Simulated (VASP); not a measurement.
# H: restarted molecular dynamics, 2 variants

H, P2_12_12_1 (no. 19), 16 atoms in the cell. PBE, molecular dynamics; PAW potentials H (PBE set).

| Restart from | Temperature at the end (K) | The same without a restart (K) | Potential energy at the end (eV/atom) | The same without a restart (eV/atom) | Electronic steps in the first step after the restart | Time (s) |
|---|---|---|---|---|---|---|
| CONTCAR with velocities, WAVECAR read | 447.0 | 447.0 | -3.32954 | -3.32954 | 4 | 351 |
| CONTCAR with velocities, no WAVECAR | 447.0 | 447.0 | -3.32954 | -3.32954 | 17 | 305 |

Limits: 30 fs of 16 atoms are too short for converged averages.

## Input of the first row

INCAR.step1:
```
GGA      = PE             # functional
PREC     = Normal         # precision mode
ENCUT    = 250            # plane-wave cutoff, eV
EDIFF    = 1E-6           # SCF threshold, eV
NELMIN   = 4            
NELM     = 60             # most SCF steps
ALGO     = Fast           # electronic algorithm
LREAL    = Auto         
LASPH    = T              # aspherical terms in the spheres
ISMEAR   = -1             # smearing method
SIGMA    = 0.05           # smearing width, eV
ISYM     = 0            
LWAVE    = T              # write WAVECAR
LCHARG   = F              # write CHGCAR
IBRION   = 0              # ionic algorithm
NSW      = 30             # ionic steps
POTIM    = 0.5            # step
TEBEG    = 600          
ISIF     = 2              # what is computed and relaxed
RANDOM_SEED= 951592 0 0   
MDALGO   = 2            
SMASS    = -3           
KPAR     = 2             
```

INCAR.step2, as INCAR.step1 but for:
```
- LWAVE = T
+ LWAVE = F
```

KPOINTS:
```
k-points
0
Monkhorst-Pack
  1 2 2
```

POSCAR.step1:
```
H
1.0
   14.3544486800      0.0000000000      0.0000000000
    0.0000000000      7.1869279200      0.0000000000
    0.0000000000      0.0000000000      7.2081540300
H
16
Direct
    0.4277388250      0.8507410400      0.2802707100
    0.9277388250      0.8507410400      0.2802707100
    0.1777388250      0.6492589600      0.7197292900
    0.6777388250      0.6492589600      0.7197292900
    0.0722611750      0.3507410400      0.2197292900
    0.5722611750      0.3507410400      0.2197292900
    0.3222611750      0.1492589600      0.7802707100
    0.8222611750      0.1492589600      0.7802707100
    0.0672336950      0.2782637100      0.1472593300
    0.5672336950      0.2782637100      0.1472593300
    0.3172336950      0.2217362900      0.8527406700
    0.8172336950      0.2217362900      0.8527406700
    0.4327663050      0.7782637100      0.3527406700
    0.9327663050      0.7782637100      0.3527406700
    0.1827663050      0.7217362900      0.6472593300
    0.6827663050      0.7217362900      0.6472593300
```

Commands (each step's output is kept before the next begins):
```
cat potpaw_PBE.64/H/POTCAR > POTCAR
cp INCAR.step1 INCAR
cp POSCAR.step1 POSCAR
mpirun -np 2 vasp_std > vasp.out
cp CONTCAR POSCAR
cp INCAR.step2 INCAR
mpirun -np 2 vasp_std > vasp.out
```

Changes of the last row against the first:
```
(step 1)
- LWAVE = True
+ LWAVE = False
```

VASP 6.6.1 took 351 s on 2 cores (AMD EPYC 7R43 (Zen 3)), a shared host.
